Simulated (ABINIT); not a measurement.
ZrB2:

```
Zr B
1.0
     3.17000    0.00000    0.00000
    -1.58500    2.74530    0.00000
     0.00000    0.00000    3.53300
Zr B
1 2
Direct
  0.00000 0.00000 0.00000
  0.66667 0.33333 0.50000
  0.33333 0.66667 0.50000
```

Base run:

```yaml
Program: ABINIT 10.8.3 (patched build)
Functional: r2SCAN
Potentials_or_basis: JTH PAW PBE v2.0
Cutoff: 544 eV
k_mesh: 10 × 10 × 8
Occupations: fermi-dirac, width 0.05 eV
Spin: no spin polarisation
```

Its results: band gap on the k mesh none (metal or under the smearing width); pressure 0.4 GPa.

Task: After a change of settings the same cell gave: band gap on the k mesh none (metal or under the smearing width); pressure 1.3 GPa. Which change was it?
A. functional from r2SCAN to WC
B. functional from r2SCAN to revPBE
C. potentials or basis from JTH PAW PBE v2.0 to Ansatz NC r2SCAN; cutoff from 544 eV to 1415 eV
D. functional from r2SCAN to AM05

Result: C.

Caveats: the PAW data sets were made with another functional, which shifts forces and pressure a little (some runs).

Runs at the PBE level aren't shown here.
